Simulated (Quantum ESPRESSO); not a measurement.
# ZrB2 (P6/mmm) in Quantum ESPRESSO: reference runs

Aim: a first look at ZrB2 with PBEsol, on the cell as given and on a disturbed one.

Everything below comes from runs of Quantum ESPRESSO 7.5. Logs are shortened: lines on timing, memory, paths and dates and some standing lists are left out, and cuts for length are marked.

### Step 1. The crystal as given

It takes space group P6/mmm (No. 191, hexagonal). The conventional cell has a = 3.170 Å, b = 3.170 Å, c = 3.533 Å, α = 90.00°, β = 90.00°, γ = 120.00°. Zr (site symmetry 6/mmm) has 12 B at 2.54 Å as nearest neighbours. Around B (site symmetry -6m2) lie 3 B at 1.83 Å.

### Step 2. Single point, PBEsol

pw.in reads:

```
&CONTROL
  calculation = 'scf'
  prefix = 'pwscf'
  outdir = './tmp'
  pseudo_dir = './pseudo'
  tprnfor = .true.
  tstress = .true.
  disk_io = 'low'
/
&SYSTEM
  ibrav = 0
  celldm(1) = 8
  nat = 3
  ntyp = 2
  ecutwfc = 45
  ecutrho = 360
  nbnd = 15
  occupations = 'smearing'
  smearing = 'fd'
  degauss = 0.00367493
/
&ELECTRONS
  conv_thr = 6d-10
  electron_maxstep = 120
  mixing_beta = 0.5
/
ATOMIC_SPECIES
Zr    91.2240 zr_pbesol_v1.uspp.F.UPF
B     10.8100 b_pbesol_v1.4.uspp.F.UPF
CELL_PARAMETERS alat
  0.7488039768830   0.0000000000000   0.0000000000000
 -0.3744019884415   0.6484832664362   0.0000000000000
  0.0000000000000   0.0000000000000   0.8345502997879
ATOMIC_POSITIONS crystal
Zr     0.0000000000    0.0000000000    0.0000000000
B      0.6666666667    0.3333333333    0.5000000000
B      0.3333333333    0.6666666667    0.5000000000
K_POINTS automatic
10 10 8 0 0 0
```

pp_density.in reads:

```
&INPUTPP
  prefix = 'pwscf'
  outdir = './tmp'
  filplot = 'density.dat'
  plot_num = 0
/
&PLOT
  nfile = 1
  filepp(1) = 'density.dat'
  iflag = 3
  output_format = 6
  fileout = 'density.cube'
/
```

pp_potential.in reads:

```
&INPUTPP
  prefix = 'pwscf'
  outdir = './tmp'
  filplot = 'potential.dat'
  plot_num = 11
/
&PLOT
  nfile = 1
  filepp(1) = 'potential.dat'
  iflag = 3
  output_format = 6
  fileout = 'potential.cube'
/
```

Potentials or basis: GBRV 1.5 PBEsol.

Started as:

```bash
OMP_NUM_THREADS=1 mpirun -n 2 pw.x -nk 2 -in pw.in > pw.out
OMP_NUM_THREADS=1 mpirun -n 1 pp.x -in pp_density.in > pp_density.out
OMP_NUM_THREADS=1 mpirun -n 1 pp.x -in pp_potential.in > pp_potential.out
```

pw.out:

```text
This program is part of the open-source Quantum ESPRESSO suite
     for quantum simulation of materials; please cite
[... 6 lines left out ...]
     using ibrav=0 with symmetry is DISCOURAGED, use correct ibrav instead

     K-points division:     npool     =       2
     Subspace diagonalization in iterative solution of the eigenvalue problem:
     a serial algorithm will be used

     G-vector sticks info
     --------------------
     sticks:   dense  smooth     PW     G-vecs:    dense   smooth      PW
     Sum         889     439    139                23885     8483    1473

     Using Slab Decomposition

     bravais-lattice index     =            0
     lattice parameter (alat)  =       8.0000  a.u.
     unit-cell volume          =     207.4863 (a.u.)^3
     number of atoms/cell      =            3
     number of atomic types    =            2
     number of electrons       =        18.00
     number of Kohn-Sham states=           15
     kinetic-energy cutoff     =      45.0000  Ry
     charge density cutoff     =     360.0000  Ry
     scf convergence threshold =      6.0E-10
     mixing beta               =       0.5000
     number of iterations used =            8  plain     mixing
     Exchange-correlation= SLA  PW   PSX  PSC
                           (   1   4  10   8   0   0   0)

     celldm(1)=   8.000000  celldm(2)=   0.000000  celldm(3)=   0.000000
     celldm(4)=   0.000000  celldm(5)=   0.000000  celldm(6)=   0.000000

     crystal axes: (cart. coord. in units of alat)
               a(1) = (   0.748804   0.000000   0.000000 )
               a(2) = (  -0.374402   0.648483   0.000000 )
               a(3) = (   0.000000   0.000000   0.834550 )

     reciprocal axes: (cart. coord. in units 2 pi/alat)
               b(1) = (  1.335463  0.771030 -0.000000 )
               b(2) = (  0.000000  1.542060  0.000000 )
               b(3) = (  0.000000 -0.000000  1.198250 )

     PseudoPot. # 1 for Zr read from file:
     zr_pbesol_v1.uspp.F.UPF
     Pseudo is Ultrasoft + core correction, Zval = 12.0
     Generated by new atomic code, or converted to UPF format
     Using radial grid of  887 points,  6 beta functions with:
                l(1) =   0
                l(2) =   0
                l(3) =   1
                l(4) =   1
                l(5) =   2
                l(6) =   2
     Q(r) pseudized with  6 coefficients,  rinner =    1.200   1.200   1.200
                                                       1.200   1.200

     PseudoPot. # 2 for B  read from file:
     b_pbesol_v1.4.uspp.F.UPF
     Pseudo is Ultrasoft + core correction, Zval =  3.0
     Generated by new atomic code, or converted to UPF format
     Using radial grid of  781 points,  4 beta functions with:
                l(1) =   0
                l(2) =   0
                l(3) =   1
                l(4) =   1
     Q(r) pseudized with  8 coefficients,  rinner =    1.100   1.100   1.100

     atomic species   valence    mass     pseudopotential
     Zr               12.00    91.22400     Zr( 1.00)
     B                 3.00    10.81000     B ( 1.00)

     24 Sym. Ops., with inversion, found

   Cartesian axes

     site n.     atom                  positions (alat units)
         1        Zr     tau(   1) = (   0.0000000   0.0000000   0.0000000  )
         2        B      tau(   2) = (   0.3744020   0.2161611   0.4172751  )
         3        B      tau(   3) = (  -0.0000000   0.4323222   0.4172751  )

     number of k points=    70  Fermi-Dirac smearing, width (Ry)=  0.0037
                       cart. coord. in units 2pi/alat
        k(    1) = (   0.0000000   0.0000000   0.0000000), wk =   0.0025000
        k(    2) = (   0.0000000   0.0000000   0.1497813), wk =   0.0050000
        k(    3) = (   0.0000000   0.0000000   0.2995625), wk =   0.0050000
        k(    4) = (   0.0000000   0.0000000   0.4493438), wk =   0.0050000
        k(    5) = (   0.0000000   0.0000000  -0.5991251), wk =   0.0025000
        k(    6) = (   0.0000000   0.1542060   0.0000000), wk =   0.0150000
[... 62 lines left out ...]
        k(   69) = (   0.4006389   0.6939269   0.4493438), wk =   0.0300000
        k(   70) = (   0.4006389   0.6939269  -0.5991251), wk =   0.0150000

     Dense  grid:    23885 G-vectors     FFT dimensions: (  40,  40,  45)

     Smooth grid:     8483 G-vectors     FFT dimensions: (  25,  25,  30)

     Initial potential from superposition of free atoms

     starting charge      17.9975, renormalised to      18.0000

     negative rho (up, down):  5.944E-02 0.000E+00
     Starting wfcs are   21 randomized atomic wfcs

     Self-consistent Calculation

     iteration #  1     ecut=    45.00 Ry     beta= 0.50
     Davidson diagonalization with overlap
     ethr =  1.00E-02,  avg # of iterations =  2.2

     negative rho (up, down):  6.045E-02 0.000E+00

     total energy              =    -112.00215537 Ry
     estimated scf accuracy    <       0.25246754 Ry

     iteration #  2     ecut=    45.00 Ry     beta= 0.50
     Davidson diagonalization with overlap
     ethr =  1.40E-03,  avg # of iterations =  2.2

     negative rho (up, down):  6.105E-02 0.000E+00

     total energy              =    -112.07497353 Ry
     estimated scf accuracy    <       0.04204455 Ry

     iteration #  3     ecut=    45.00 Ry     beta= 0.50
     Davidson diagonalization with overlap
     ethr =  2.34E-04,  avg # of iterations =  2.0

     negative rho (up, down):  6.162E-02 0.000E+00

     total energy              =    -112.08393073 Ry
     estimated scf accuracy    <       0.00078785 Ry

     iteration #  4     ecut=    45.00 Ry     beta= 0.50
     Davidson diagonalization with overlap
     ethr =  4.38E-06,  avg # of iterations =  4.8
[... 28 lines left out ...]
     negative rho (up, down):  6.169E-02 0.000E+00

     total energy              =    -112.08407388 Ry
     estimated scf accuracy    <          3.5E-09 Ry

     iteration #  8     ecut=    45.00 Ry     beta= 0.50
     Davidson diagonalization with overlap
     ethr =  1.94E-11,  avg # of iterations =  2.2

     negative rho (up, down):  6.169E-02 0.000E+00

     total energy              =    -112.08407388 Ry
     estimated scf accuracy    <          1.4E-09 Ry

     iteration #  9     ecut=    45.00 Ry     beta= 0.50
     Davidson diagonalization with overlap
     ethr =  7.58E-12,  avg # of iterations =  1.7

     negative rho (up, down):  6.169E-02 0.000E+00

     End of self-consistent calculation

          k = 0.0000 0.0000 0.0000 (  1083 PWs)   bands (ev):

   -32.7263 -10.9468 -10.3891 -10.3891   3.1014  13.1763  13.1763  13.1767
    13.4763  19.1875  19.1875  19.9906  19.9906  20.7121  20.9429

          k = 0.0000 0.0000 0.1498 (  1059 PWs)   bands (ev):

   -32.7234 -11.0030 -10.3853 -10.3853   3.3327  11.9785  13.3235  13.3235
    14.6035  18.2156  18.2156  19.5224  19.5224  20.7310  22.2629

          k = 0.0000 0.0000 0.2996 (  1064 PWs)   bands (ev):

   -32.7165 -11.1353 -10.3761 -10.3761   3.9548  10.6042  13.7523  13.7523
    15.8643  17.0820  17.0820  18.4306  18.4306  20.7800  23.3574

          k = 0.0000 0.0000 0.4493 (  1058 PWs)   bands (ev):

   -32.7096 -11.2633 -10.3668 -10.3668   4.7384   9.3877  14.3958  14.3958
    16.3560  16.3560  17.0490  17.2323  17.2323  20.8351  23.1513

          k = 0.0000 0.0000-0.5991 (  1034 PWs)   bands (ev):

   -32.7067 -11.3152 -10.3630 -10.3630   5.1647   8.8212  14.8617  14.8617
    16.1086  16.1086  16.5594  16.5594  17.6180  20.8601  23.0664

          k = 0.0000 0.1542 0.0000 (  1069 PWs)   bands (ev):

   -32.7152 -10.9303 -10.4864 -10.4102   3.3017  12.6104  13.1813  13.2574
    13.3648  18.9615  19.0634  19.3717  19.4938  21.5395  21.6122
[... 76 lines left out ...]
          k = 0.0000 0.6168 0.1498 (  1059 PWs)   bands (ev):

   -32.6172 -11.2437 -10.8333 -10.5795   5.8856   8.3967  12.2586  12.5505
    13.2562  17.7668  18.5926  20.1806  20.4806  22.7733  23.7551

          k = 0.0000 0.6168 0.2996 (  1058 PWs)   bands (ev):

   -32.6107 -11.2222 -10.9423 -10.5663   5.9424   8.4362  11.9920  12.5570
    13.1879  17.4420  19.4351  20.9488  21.0360  22.4813  23.9053

          k = 0.0000 0.6168 0.4493 (  1059 PWs)   bands (ev):

   -32.6043 -11.2004 -11.0489 -10.5531   5.8476   8.8969  11.5365  11.9979
    13.4971  18.0808  20.0932  21.0149  21.5929  22.0105  24.3143

          k = 0.0000 0.6168-0.5991 (  1058 PWs)   bands (ev):

   -32.6016 -11.1909 -11.0927 -10.5476   5.7783   9.2704  11.3681  11.5353
    13.6640  19.3422  19.5169  20.3313  21.9004  22.5893  24.0623

          k = 0.0000-0.7710 0.0000 (  1050 PWs)   bands (ev):

   -32.6084 -11.3370 -10.7702 -10.6051   6.8483   7.3488  11.8999  12.7631
    13.0878  18.0527  18.0871  20.7366  20.8131  22.2895  23.5224

          k = 0.0000-0.7710 0.1498 (  1058 PWs)   bands (ev):

   -32.6058 -11.3277 -10.8151 -10.5995   7.0686   7.0749  12.2441  12.4526
    13.0719  17.5796  18.6512  20.7871  21.4487  22.2641  23.6029

          k = 0.0000-0.7710 0.2996 (  1056 PWs)   bands (ev):

   -32.5994 -11.3050 -10.9218 -10.5860   6.5285   7.6622  11.8507  12.7873
    12.9593  17.3301  19.9776  20.9146  22.1033  22.1915  23.7427

          k = 0.0000-0.7710 0.4493 (  1052 PWs)   bands (ev):

   -32.5930 -11.2822 -11.0260 -10.5723   6.0806   8.4186  11.3698  12.0968
    13.5745  18.1277  21.0515  21.4144  21.4814  22.1054  23.7976

          k = 0.0000-0.7710-0.5991 (  1072 PWs)   bands (ev):

   -32.5904 -11.2726 -11.0684 -10.5666   5.9142   8.8430  11.1935  11.6541
    13.8096  19.5277  19.8903  21.1113  22.0663  22.2965  23.8470

          k = 0.1335 0.2313 0.0000 (  1071 PWs)   bands (ev):

   -32.6950 -10.9001 -10.6513 -10.4556   3.6860  11.7970  12.9256  12.9596
    13.7597  18.2087  18.5932  19.0331  20.1330  22.2992  22.4599

          k = 0.1335 0.2313 0.1498 (  1063 PWs)   bands (ev):

   -32.6922 -10.9538 -10.6452 -10.4512   3.8834  11.8721  12.0927  12.9815
    14.5064  16.9773  18.6361  19.5811  20.4980  21.9573  22.3420

          k = 0.1335 0.2313 0.2996 (  1054 PWs)   bands (ev):

   -32.6854 -11.0796 -10.6315 -10.4406   4.3973  10.9720  12.0657  12.9928
    15.5549  15.8785  18.1164  19.2124  20.2427  22.6694  22.9937

          k = 0.1335 0.2313 0.4493 (  1063 PWs)   bands (ev):

   -32.6786 -11.2012 -10.6184 -10.4300   4.9942  10.0475  12.2790  12.9695
    15.2096  16.6575  17.9166  18.4253  19.2490  22.9101  23.8324

          k = 0.1335 0.2313-0.5991 (  1070 PWs)   bands (ev):

   -32.6758 -11.2505 -10.6130 -10.4257   5.2832   9.6602  12.3734  12.9483
    14.9932  17.3537  18.0974  18.1036  18.3762  22.9609  24.1079

          k = 0.1335 0.3855 0.0000 (  1059 PWs)   bands (ev):
[... 154 lines left out ...]
          k = 0.4006 0.6939 0.1498 (  1042 PWs)   bands (ev):

   -32.5931 -11.1249 -10.9455 -10.7950   7.3502   8.2769   9.4024  12.9201
    13.6816  17.6171  17.7333  19.6454  23.4775  23.9275  26.5540

          k = 0.4006 0.6939 0.2996 (  1053 PWs)   bands (ev):

   -32.5868 -11.1045 -10.9272 -10.8988   7.0743   7.9889   9.8996  13.0340
    13.3005  18.6313  19.3239  20.0048  22.8098  23.2065  24.8745

          k = 0.4006 0.6939 0.4493 (  1059 PWs)   bands (ev):

   -32.5805 -11.0839 -11.0004 -10.9088   6.7709   7.7120  10.5766  13.0948
    13.0958  19.5581  20.7789  20.9968  22.4497  22.7054  23.3763

          k = 0.4006 0.6939-0.5991 (  1064 PWs)   bands (ev):

   -32.5779 -11.0752 -11.0419 -10.9012   6.6463   7.6008  10.9133  13.0386
    13.0963  19.8040  21.5423  21.9006  22.0598  22.7548  22.8911

     the Fermi energy is    15.6963 ev

!    total energy              =    -112.08407388 Ry
     estimated scf accuracy    <          5.9E-12 Ry
     smearing contrib. (-TS)   =      -0.00020637 Ry
     internal energy E=F+TS    =    -112.08386751 Ry

     The total energy is F=E-TS. E is the sum of the following terms:
     one-electron contribution =      -4.02449058 Ry
     hartree contribution      =      12.29417192 Ry
     xc contribution           =     -23.76276088 Ry
     ewald contribution        =     -96.59078797 Ry

     convergence has been achieved in   9 iterations

     negative rho (up, down):  6.169E-02 0.000E+00

     Forces acting on atoms (cartesian axes, Ry/au):

     atom    1 type  1   force =     0.00000000    0.00000000    0.00000000
     atom    2 type  2   force =     0.00000000    0.00000000   -0.00000000
     atom    3 type  2   force =     0.00000000    0.00000000    0.00000000

     Total force =     0.000000     Total SCF correction =     0.000000

     Computing stress (Cartesian axis) and pressure

     negative rho (up, down):  6.169E-02 0.000E+00
          total   stress  (Ry/bohr**3)                   (kbar)     P=      -40.36
  -0.00027007  -0.00000000   0.00000000          -39.73       -0.00        0.00
  -0.00000000  -0.00027007   0.00000000           -0.00      -39.73        0.00
   0.00000000  -0.00000000  -0.00028293            0.00       -0.00      -41.62

=------------------------------------------------------------------------------=
   JOB DONE.
=------------------------------------------------------------------------------=
```

Run time: 9.8 s. Hardware: 2 MPI ranks of Arm Neoverse V2, shared host; peak memory 0.18 GiB.

What came out:

* Free energy: -1524.9815 eV
* Pressure: -4.0 GPa
* Band gap on the k mesh: none (metal or under the smearing width)

Stress tensor (GPa, compression positive):
```
-3.97  0.00  0.00
 0.00 -3.97  0.00
 0.00  0.00 -4.16
```

### Step 3. Single point, PBEsol (atoms moved at random, drawn with an rms of 0.05 Å)

pw.in reads:

```
&CONTROL
  calculation = 'scf'
  prefix = 'pwscf'
  outdir = './tmp'
  pseudo_dir = './pseudo'
  tprnfor = .true.
  tstress = .true.
  disk_io = 'nowf'
/
&SYSTEM
  ibrav = 0
  nat = 3
  ntyp = 2
  ecutwfc = 45
  ecutrho = 360
  nbnd = 15
  occupations = 'smearing'
  smearing = 'fd'
  degauss = 0.00367493
/
&ELECTRONS
  conv_thr = 6d-10
  electron_maxstep = 120
  mixing_beta = 0.5
/
ATOMIC_SPECIES
Zr    91.2240 zr_pbesol_v1.uspp.F.UPF
B     10.8100 b_pbesol_v1.4.uspp.F.UPF
CELL_PARAMETERS angstrom
   3.1700000000    0.0000000000    0.0000000000
  -1.5850000000    2.7453005300    0.0000000000
   0.0000000000    0.0000000000    3.5330000000
ATOMIC_POSITIONS crystal
Zr     0.0005520000    0.0210970000   -0.0087420000
B      0.6546680000    0.3300410000    0.4957830000
B      0.3421360000    0.6650570000    0.5141110000
K_POINTS automatic
10 10 8 0 0 0
```

Potentials or basis: GBRV 1.5 PBEsol.

Started as:

```bash
OMP_NUM_THREADS=1 mpirun -n 2 pw.x -nk 2 -in pw.in > pw.out
```

pw.out:

```text
This program is part of the open-source Quantum ESPRESSO suite
     for quantum simulation of materials; please cite
         "P. Giannozzi et al., J. Phys.:Condens. Matter 21 395502 (2009);
         "P. Giannozzi et al., J. Phys.:Condens. Matter 29 465901 (2017);
         "P. Giannozzi et al., J. Chem. Phys. 152 154105 (2020);
     in publications or presentations arising from this work. More details at

     K-points division:     npool     =       2
     Subspace diagonalization in iterative solution of the eigenvalue problem:
     a serial algorithm will be used

     G-vector sticks info
     --------------------
     sticks:   dense  smooth     PW     G-vecs:    dense   smooth      PW
     Sum         889     439    139                23885     8483    1473

     Using Slab Decomposition

     bravais-lattice index     =            0
     lattice parameter (alat)  =       5.9904  a.u.
     unit-cell volume          =     207.4863 (a.u.)^3
     number of atoms/cell      =            3
     number of atomic types    =            2
     number of electrons       =        18.00
     number of Kohn-Sham states=           15
     kinetic-energy cutoff     =      45.0000  Ry
     charge density cutoff     =     360.0000  Ry
     scf convergence threshold =      6.0E-10
     mixing beta               =       0.5000
     number of iterations used =            8  plain     mixing
     Exchange-correlation= SLA  PW   PSX  PSC
                           (   1   4  10   8   0   0   0)

     celldm(1)=   5.990432  celldm(2)=   0.000000  celldm(3)=   0.000000
[... 48 lines left out ...]
         3        B      tau(   3) = (   0.0096075   0.5759563   0.5729824  )

     number of k points=   404  Fermi-Dirac smearing, width (Ry)=  0.0037

     Number of k-points >= 100: set verbosity='high' to print them.

     Dense  grid:    23885 G-vectors     FFT dimensions: (  40,  40,  45)

     Smooth grid:     8483 G-vectors     FFT dimensions: (  25,  25,  30)

     Initial potential from superposition of free atoms

     starting charge      17.9975, renormalised to      18.0000

     negative rho (up, down):  5.969E-02 0.000E+00
     Starting wfcs are   21 randomized atomic wfcs

     Self-consistent Calculation

     iteration #  1     ecut=    45.00 Ry     beta= 0.50
     Davidson diagonalization with overlap
     ethr =  1.00E-02,  avg # of iterations =  2.2

     negative rho (up, down):  6.073E-02 0.000E+00
[... 58 lines left out ...]
     iteration #  8     ecut=    45.00 Ry     beta= 0.50
     Davidson diagonalization with overlap
     ethr =  1.83E-11,  avg # of iterations =  2.6

     negative rho (up, down):  6.198E-02 0.000E+00

     End of self-consistent calculation

     Number of k-points >= 100: set verbosity='high' to print the bands.

     the Fermi energy is    15.7064 ev

!    total energy              =    -112.07784534 Ry
     estimated scf accuracy    <          2.2E-10 Ry
     smearing contrib. (-TS)   =      -0.00021296 Ry
     internal energy E=F+TS    =    -112.07763238 Ry

     The total energy is F=E-TS. E is the sum of the following terms:
     one-electron contribution =      -4.10782813 Ry
     hartree contribution      =      12.33786677 Ry
     xc contribution           =     -23.76750374 Ry
     ewald contribution        =     -96.54016729 Ry

     convergence has been achieved in   8 iterations

     negative rho (up, down):  6.198E-02 0.000E+00

     Forces acting on atoms (cartesian axes, Ry/au):

     atom    1 type  1   force =     0.01455964   -0.03239212    0.02623712
     atom    2 type  2   force =     0.02090251    0.01538887    0.00189375
     atom    3 type  2   force =    -0.03546215    0.01700325   -0.02813087

     Total force =     0.070462     Total SCF correction =     0.000001

     Computing stress (Cartesian axis) and pressure

     negative rho (up, down):  6.198E-02 0.000E+00
          total   stress  (Ry/bohr**3)                   (kbar)     P=      -30.34
  -0.00019001   0.00003057   0.00002971          -27.95        4.50        4.37
   0.00003057  -0.00020669  -0.00004825            4.50      -30.40       -7.10
   0.00002971  -0.00004825  -0.00022195            4.37       -7.10      -32.65

=------------------------------------------------------------------------------=
   JOB DONE.
=------------------------------------------------------------------------------=
```

Run time: 32 s. Hardware: 2 MPI ranks of Arm Neoverse V2, shared host; peak memory 0.26 GiB.

Results:

```
Free energy            : -1524.8968 eV
Pressure               : -3.0 GPa
Largest force          : 1.243 eV/Å
Band gap on the k mesh : none (metal or under the smearing width)
```

Forces on the atoms (eV/Å):
```
Zr   0.374 -0.833  0.675
B    0.537  0.396  0.049
B   -0.912  0.437 -0.723
```

Stress tensor (GPa, compression positive):
```
-2.80  0.45  0.44
 0.45 -3.04 -0.71
 0.44 -0.71 -3.27
```
